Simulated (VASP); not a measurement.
GaAs, 2 atoms in the cell. The cell holds a wire with vacuum, 2 atoms: a = 9.000 Å, b = 9.300 Å, c = 4.478 Å, α = 90.00°, β = 90.00°, γ = 90.00°. 

| Quantity | Value |
| --- | --- |
| Program | VASP 6.6.1 |
| Task | single point |
| Functional | PBE |
| Potentials or basis | VASP PAW PBE potentials, release 64 (Ga_d, As) |
| Cutoff | 520 eV |
| k mesh | 1 × 1 × 15 |
| Occupations | gaussian, width 0.05 eV |
| Spin | collinear spin, typed start |
| Starting moments | [0.5, 0.5] μB |
| Dipole correction | no |
| Further INCAR settings | ALGO = Normal; EDIFF = 1e-06; NBANDS = 20 |

Potentials or basis: VASP PAW PBE potentials, release 64 (Ga_d, As).

Launch:

```console
$ cat potpaw_PBE.64/Ga_d/POTCAR potpaw_PBE.64/As/POTCAR > POTCAR
$ mpirun -np 1 vasp_std > vasp.out
```

Hardware: 1 thread of Intel(R) Xeon(R) 6975P-C (Granite Rapids) (shared host).

Problem. Estimate the wall time of this run.

Solution. Wall time 100 s on 1 thread of Intel(R) Xeon(R) 6975P-C (Granite Rapids) (shared host), peak memory 0.56 GiB. Counts: scf iterations 21, k points 8.
